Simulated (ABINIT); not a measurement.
A calculation with ABINIT 10.8.3 (patched build) of Nb (ASE script, structure from a P1 CIF):

run.py

```python
import json, os
import numpy as np
from ase.units import GPa
from ase.calculators.abinit import Abinit, AbinitProfile
from ase.io import read

atoms = read('Nb.cif')

profile = AbinitProfile(command='abinit', pp_paths=[os.path.abspath('pseudos')])
params = dict(
    pps='pawxml', xc='PBE',
    ecut=435.3822,
    pawecutdg=870.7644,
    pawxcdev=0,
    kptopt=1,
    ngkpt=[10, 10, 10],
    nshiftk=1,
    shiftk=[0.0, 0.0, 0.0],
    ixc=11,
    nband=11,
    occopt=3,
    tsmear=0.05,
    nstep=100,
    tolvrs=1e-09,
    prtwf=0,
    prtden=0,
)

atoms.calc = Abinit(profile=profile, directory='run', **params)
energy = atoms.get_potential_energy()
forces = atoms.get_forces()
stress = atoms.get_stress()
print(f'energy {energy:.6f} eV')
print('forces (eV/A)')
print(np.round(forces, 5))
print('stress (GPa, Voigt, tension positive)', np.round(stress / GPa, 4))
json.dump(dict(energy=energy, forces=forces.tolist(), stress=stress.tolist(), cell=atoms.cell.tolist(), frac=atoms.get_scaled_positions(wrap=False).tolist()), open('results.json', 'w'))
```

The input Nb.cif:

```cif
data_Nb
_cell_length_a 2.71964000
_cell_length_b 2.71964000
_cell_length_c 2.71964000
_cell_angle_alpha 90.00000000
_cell_angle_beta 90.00000000
_cell_angle_gamma 90.00000000
_space_group_name_H-M_alt 'P1'
_space_group_name_Hall 'P 1'
_space_group_IT_number 1
loop_
_space_group_symop_operation_xyz
'x,y,z'
loop_
_atom_site_label
_atom_site_type_symbol
_atom_site_symmetry_multiplicity
_atom_site_Wyckoff_symbol
_atom_site_fract_x
_atom_site_fract_y
_atom_site_fract_z
_atom_site_occupancy
Nb1 Nb 1 a 0.5000000000 0.5000000000 0.5000000000 1
```

Potentials or basis: JTH PAW PBE v2.0.

Launch:

```bash
$ python run.py
```

The cell was built by a generator and needn't be a form met in nature.

Problem. Write the same calculation in another form: native input, structure from a POSCAR.

Solution. As run:

The input run.abi:

```
# Pseudopotentials
pp_dirpath "./"
pseudos "Nb.GGA_PBE-JTH.xml"

# Structure
structure "poscar:POSCAR"
natom 1

# Plane-wave basis
ecut 16.0
pawecutdg 32.0
pawxcdev 0

# k points
kptopt 1
ngkpt 10 10 10
nshiftk 1
shiftk 0.0 0.0 0.0

# Exchange and correlation
ixc 11

# Bands and occupations
nband 11
occopt 3
tsmear 0.00183747

# SCF cycle
nstep 100
tolvrs 1.0e-9

# Output
iomode 3
prtwf 0
prteig 0
prtebands 0
enunit 2
prtden 1
prtvha 1
prtvclmb 1
prtpot 1
```

POSCAR

```
Nb
1.0
    2.7196400000      0.0000000000      0.0000000000
    0.0000000000      2.7196400000      0.0000000000
    0.0000000000      0.0000000000      2.7196400000
Nb
1
Direct
    0.5000000000      0.5000000000      0.5000000000  Nb
```

Potentials or basis: JTH PAW PBE v2.0.

Run with:

```console
$ abinit run.abi > log 2>&1
```

Both were run:

|  | ASE script, structure from a P1 CIF | native input, structure from a POSCAR |
| --- | --- | --- |
| Pressure | 0.1 GPa | 0.1 GPa |
| Band gap on the k mesh | none (metal or under the smearing width) | none (metal or under the smearing width) |
| Valence electrons inside the program's atomic spheres | Nb 10.23 (radii [1.1753] Å) | Nb 10.23 (radii [1.1753] Å) |

Keys that steer only the numerical path or the files written may differ.
